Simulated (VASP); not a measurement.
# A VASP 6.6.1 relaxation on SnO

INCAR

```
LCHARG = .FALSE.
ISPIN = 2
PREC = Accurate
EDIFFG = -5E-3
ISMEAR = -1
EDIFF = 1E-7
LREAL = .FALSE.
NSW = 40
GGA = CA
IBRION = 2
ENCUT = 600
LASPH = .TRUE.
NELM = 120
ISIF = 3
MAGMOM = -0.5 0.5
LWAVE = .FALSE.
SIGMA = 0.02
NBANDS = 17
```

KPOINTS

```
KPOINTS created by Atomic Simulation Environment
0
Monkhorst-Pack
12 12 12
0 0 0
```

POSCAR

```
Sn O
 1.0000000000000000
    -0.0000000000000000    2.7385992836239024    2.7385992836239024
     2.7385992836239024    0.0000000000000000    2.7385992836239024
     2.7385992836239024    2.7385992836239024    0.0000000000000000
 Sn  O
   1   1
Cartesian
  0.0000000000000000  0.0000000000000000  0.0000000000000000
  1.3692996418119512  1.3692996418119512  1.3692996418119512
```

The recommended LDA PAW datasets give the neutral cell 20 valence electrons.

Command

```
mpirun -np 1 vasp_std
```

OSZICAR

```
N       E                     dE             d eps       ncg     rms          rms(c)
DAV:   1     0.160707922685E+03    0.16071E+03   -0.11181E+04 12640   0.178E+03
DAV:   2     0.355708919152E+01   -0.15715E+03   -0.14967E+03 13501   0.407E+02
DAV:   3    -0.133485547232E+02   -0.16906E+02   -0.16790E+02 14321   0.116E+02
DAV:   4    -0.137677845649E+02   -0.41923E+00   -0.41894E+00 15015   0.195E+01
DAV:   5    -0.137790864933E+02   -0.11302E-01   -0.11301E-01 16628   0.313E+00    0.914E+00
DAV:   6    -0.121247578145E+02    0.16543E+01   -0.13989E+01 18536   0.425E+01    0.567E+00
DAV:   7    -0.117973520901E+02    0.32741E+00   -0.28594E+00 15135   0.892E+00    0.137E+00
DAV:   8    -0.117559773993E+02    0.41375E-01   -0.17623E-01 13191   0.304E+00    0.477E-01
DAV:   9    -0.117524454098E+02    0.35320E-02   -0.14190E-02 17102   0.951E-01    0.160E-01
DAV:  10    -0.117523042190E+02    0.14119E-03   -0.14171E-03 16520   0.296E-01    0.816E-02
...
DAV:   1    -0.118554438748E+02   -0.45541E-01   -0.79681E-01 15696   0.148E+01    0.137E+00
DAV:   2    -0.118219966417E+02    0.33447E-01   -0.20385E-01 14089   0.394E+00    0.577E-01
DAV:   3    -0.118139147795E+02    0.80819E-02   -0.35477E-02 19152   0.215E+00    0.272E-01
DAV:   4    -0.118117696091E+02    0.21452E-02   -0.60736E-03 15656   0.133E+00    0.409E-02
DAV:   5    -0.118116927856E+02    0.76823E-04   -0.43358E-04 14340   0.229E-01    0.176E-02
DAV:   6    -0.118116515693E+02    0.41216E-04   -0.35144E-05 15991   0.610E-02    0.827E-03
DAV:   7    -0.118116478868E+02    0.36825E-05   -0.33930E-06 18611   0.261E-02    0.282E-03
DAV:   8    -0.118116475895E+02    0.29728E-06   -0.67629E-07 18478   0.103E-02    0.262E-04
DAV:   9    -0.118116475923E+02   -0.27721E-08   -0.16289E-08  6633   0.109E-03
   3 F= -.11811648E+02 E0= -.11811328E+02  d E =-.593217E-01  mag=     0.0000
```

| ionic step | ΔE (meV/atom) | volume (Å³) | largest force (eV/Å) | pressure (GPa) | electronic steps |
| --- | --- | --- | --- | --- | --- |
| 1 | 0.0 | 41.08 | 0.000 | -5.28 | 15 |
| 2 | -28.8 | 37.18 | 0.000 | 1.06 | 10 |
| 3 | -29.7 | 37.71 | 0.000 | 0.01 | 9 |

It converged. Results: relaxed cell vector lengths 3.764, 3.764, 3.764 Å; relaxed cell volume 37.71 Å³; magnetic moment of the cell 0.00 μB.

The shifted mesh misses Γ, so a band edge there is missed.

For comparison, a separate LDA relaxation on usual settings, not on those above, ends at 37.57 Å³.

The run above took about 3.4 min on one core of a shared host (Intel Xeon 6975P-C) and held 0.35 GiB at most.
